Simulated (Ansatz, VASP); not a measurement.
**Two plane-wave programs on Ca**

File INCAR:

```
  PREC = Accurate
  ENCUT = 520
  EDIFF = 1E-7
  ISMEAR = 0
  SIGMA = 0.1
  LREAL = False
  LASPH = True
  NELM = 100
  ALGO = Fast
  ISIF = 2
  LWAVE = False
  LCHARG = False
  LDIPOL = True
  IDIPOL = 3
  DIPOL = 0.5 0.5 0.297
  GGA = PE
  NBANDS = 50
```

KPOINTS

```
regular mesh
0
Gamma
  6 6 1
```

The input POSCAR:

```
Ca
1.0
    7.8132359333      0.0000000000      0.0000000000
   -3.9066179666      6.7664608040      0.0000000000
    0.0000000000      0.0000000000     18.4977493743
Ca
8
Direct
    0.3333333333      0.1666666667      0.2162425233
    0.3333333333      0.6666666667      0.2162425233
    0.8333333333      0.1666666667      0.2162425233
    0.8333333333      0.6666666667      0.2162425233
    0.1666666667      0.3333333333      0.3783027455
    0.1666666667      0.8333333333      0.3783027455
    0.6666666667      0.3333333333      0.3783027455
    0.6666666667      0.8333333333      0.3783027455
```

Input for Ansatz:

```yaml
crystal:
  lattice:
    - [7.8132359333, 0.0, 0.0]
    - [-3.9066179666, 6.766460804, 0.0]
    - [0.0, 0.0, 18.4977494667]
  atoms:
    - { symbol: Ca, position: [0.3333333333, 0.1666666667, 0.2162425222] }
    - { symbol: Ca, position: [0.3333333333, 0.6666666667, 0.2162425222] }
    - { symbol: Ca, position: [0.8333333333, 0.1666666667, 0.2162425222] }
    - { symbol: Ca, position: [0.8333333333, 0.6666666667, 0.2162425222] }
    - { symbol: Ca, position: [0.1666666667, 0.3333333333, 0.3783027486] }
    - { symbol: Ca, position: [0.1666666667, 0.8333333333, 0.3783027486] }
    - { symbol: Ca, position: [0.6666666667, 0.3333333333, 0.3783027486] }
    - { symbol: Ca, position: [0.6666666667, 0.8333333333, 0.3783027486] }
basis:
  ecutwfc: 420
kpoints:
  mp_grid: { grid: [6, 6, 1] }
hamiltonian:
  xc: pbe
scf:
  occupations: { method: gaussian, width: 0.1 }
output:
  forces: true
  eigenvalues: true
efield:
  axis: 3
  dipole_correction: true
  ramp_width: 0.04
```

Alike in both runs: task single point; functional PBE; k mesh 6 × 6 × 1; occupations gaussian, width 0.1 eV; no spin polarisation.

|  | VASP | Ansatz |
| --- | --- | --- |
| version | VASP 6.6.1 | Ansatz 0.2.0 |
| potentials or method | VASP PAW PBE potentials, release 64 (Ca_sv) | scalar-relativistic, plane waves, PAW |
| plane-wave cutoff (eV) | 520 | 420 |
| valence electrons in the cell | 80 | 80 |

|  | VASP | Ansatz | Ansatz less VASP |
| --- | --- | --- | --- |
| gap on the k mesh at the Fermi level (eV) | none | none | - |
| rms of the force components (eV/Å) | 0.001 | 0.003 | +0.0027 |

Atom by atom the forces differ by 0.003 eV/Å (rms over components). A gap of «none» marks a metal or a gap that the smearing closes.
